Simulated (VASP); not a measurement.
The system is TiO.

```xyz
2
Lattice="3.0310 0.0000 0.0000 -1.5155 2.6249 0.0000 0.0000 0.0000 3.2377" Properties=species:S:1:pos:R:3 pbc="T T T"
Ti    1.5155    0.8750    0.0000
O     0.0000    0.0000    1.6188
```

| Quantity | Value |
| --- | --- |
| Program | VASP 6.6.1 |
| Task | relaxation of cell and atoms |
| Functional | optB88-vdW |
| Potentials or basis | VASP PAW PBE potentials, release 64 (Ti_sv, O) |
| Cutoff | 600 eV |
| k mesh | 10 × 10 × 8 |
| Occupations | fermi-dirac, width 0.05 eV |
| Spin | no spin polarisation |

At the start: pressure -36.7 GPa; volume 12.88 Å³/atom.

Problem. Where does the relaxation end?

Solution. Over 9 steps the energy falls by 506.3 meV/atom and the volume is 9.72 Å³/atom (-24.5 %); space group P-6m2 (No. 187, to 0.05 Å).

Step by step:
| step | energy change (eV) | largest force (eV/Å) | pressure (GPa) | volume (Å³) |
| --- | --- | --- | --- | --- |
| 1 | 0.0000 | 0.0000 | -36.68 | 25.76 |
| 2 | -0.4114 | 0.0000 | 67.17 | 16.21 |
| 3 | -1.0107 | 0.0000 | -1.48 | 19.55 |
| 4 | -1.0116 | 0.0000 | -0.12 | 19.44 |
| 5 | -1.0114 | 0.0000 | 1.36 | 19.32 |
| 6 | -1.0123 | 0.0000 | -1.16 | 19.54 |
| 7 | -1.0125 | 0.0000 | -0.37 | 19.47 |
| 8 | -1.0126 | 0.0000 | 0.11 | 19.44 |
| 9 | -1.0126 | 0.0000 | 0.03 | 19.45 |

Final structure:
```
Ti O
1.0
     2.81807    0.00000    0.00000
    -1.40903    2.44052    0.00000
     0.00000    0.00000    2.82734
Ti O
1 1
Direct
  0.66667 0.33333 0.00000
  0.00000 0.00000 0.50000
```

Caveat: the volume moved by over 15 % at a fixed basis, so the end points are rough; the PAW data sets were made with another functional, which shifts forces and pressure a little; the volume moved by -25 % from the deposited cell, more than functionals usually miss.
